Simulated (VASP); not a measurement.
The system is B.

```xyz
2
Lattice="1.6246 0.0000 0.0000 0.0000 2.8662 0.0000 0.0000 0.0000 3.9144" Properties=species:S:1:pos:R:3 pbc="T T T"
B     0.0000    1.4331    2.3849
B     0.8123    0.0000    1.5295
```

The cell was built by a generator and needn't be a form met in nature.

* Program: VASP 6.6.1
* Task: relaxation of cell and atoms
* Functional: r2SCAN
* Dispersion: D4
* Potentials or basis: VASP PAW PBE potentials, release 64 (B)
* Cutoff: 600 eV
* k mesh: 16 × 9 × 7
* Occupations: gaussian, width 0.05 eV
* Spin: no spin polarisation

At the start: pressure -2.5 GPa; volume 9.11 Å³/atom.

How do energy, volume and symmetry change on relaxing?

Over 14 steps the energy falls by 3.8 meV/atom and the volume is 8.66 Å³/atom (-5.0 %); space group Pmmn (No. 59, to 0.05 Å).

The path:
| step | energy change (eV) | largest force (eV/Å) | pressure (GPa) | volume (Å³) |
| --- | --- | --- | --- | --- |
| 1 | 0.0000 | 0.0031 | -2.46 | 18.23 |
| 2 | 0.0052 | 0.1089 | 3.88 | 17.86 |
| 3 | -0.0031 | 0.0421 | -0.14 | 18.09 |
| 4 | -0.0031 | 0.0427 | -0.07 | 18.08 |
| 5 | -0.0039 | 0.0279 | -0.38 | 18.05 |
| 6 | -0.0048 | 0.0119 | -1.26 | 17.95 |
| 7 | -0.0053 | 0.0095 | -1.13 | 17.89 |
| 8 | -0.0062 | 0.0058 | -0.79 | 17.72 |
| 9 | -0.0073 | 0.0411 | -0.07 | 17.38 |
| 10 | -0.0073 | 0.0359 | 0.10 | 17.31 |
| 11 | -0.0073 | 0.0394 | 0.04 | 17.34 |
| 12 | -0.0075 | 0.0160 | -0.33 | 17.33 |
| 13 | -0.0075 | 0.0204 | -0.26 | 17.33 |
| 14 | -0.0075 | 0.0057 | 0.09 | 17.31 |

Final structure:
```cif
data_structure
_symmetry_space_group_name_H-M 'P 1'
_symmetry_Int_Tables_number 1
_cell_length_a 1.6158
_cell_length_b 2.8677
_cell_length_c 3.7362
_cell_angle_alpha 90.000
_cell_angle_beta 90.000
_cell_angle_gamma 90.000
_cell_volume 17.31
loop_
_atom_site_label
_atom_site_type_symbol
_atom_site_fract_x
_atom_site_fract_y
_atom_site_fract_z
_atom_site_occupancy
B1 B 0.00000 0.50000 0.61361 1
B2 B 0.50000 0.00000 0.38639 1
```

Caveat: the PAW data sets were made with another functional, which shifts forces and pressure a little.
